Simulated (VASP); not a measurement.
Write the native input for VASP 6.6.1 that does the following.

| Quantity | Value |
| --- | --- |
| Task | Born charges and dielectric tensor |
| Functional | LDA |
| Potentials or basis | VASP PAW LDA potentials, release 64 (B, N) |
| Cutoff | 600 eV |
| k mesh | 12 × 12 × 12 |
| Occupations | gaussian, width 0.02 eV |
| Spin | no spin polarisation |
| Further INCAR settings | ALGO = Normal; EDIFF = 1e-08; IBRION = 8; NSW = 1 |

The structure of BN lies in POSCAR:

```
BN
1.0
    0.0000000000      1.8219000000      1.8219000000
    1.8219000000      0.0000000000      1.8219000000
    1.8219000000      1.8219000000      0.0000000000
B N
1 1
Direct
    0.0000000000      0.0000000000      0.0000000000
    0.2500000000      0.2500000000      0.2500000000
```

The cell is a database's computed one.

The input as run:

INCAR

```
PREC = Accurate
ENCUT = 600
EDIFF = 1E-8
ISMEAR = 0
SIGMA = 0.02
LREAL = F
LASPH = T
NELM = 100
ALGO = Normal
ISIF = 2
LWAVE = F
LCHARG = F
GGA = CA
LEPSILON = T
IBRION = 8
NSW = 1
```

KPOINTS

```
regular mesh
0
Gamma
  12 12 12
```

Potentials or basis: VASP PAW LDA potentials, release 64 (B, N).

Command:

```console
$ cat potpaw_LDA.64/B/POTCAR potpaw_LDA.64/N/POTCAR > POTCAR
$ mpirun -np 1 vasp_std > vasp.out
```

It gave:

The band gap on the k mesh is 4.32 eV, indirect (least direct gap 8.57 eV), the electronic dielectric tensor (diagonal) is 4.61 and the born charges (mean of the diagonal) is B +1.90; N -1.90 e. The highest phonon frequency at Γ, LO-TO splitting left out is 1003 cm⁻¹.

Wall time 2.2 min on 1 thread of AMD EPYC 9R45 96-Core Processor (Zen 5) (shared host), peak memory 0.17 GiB.
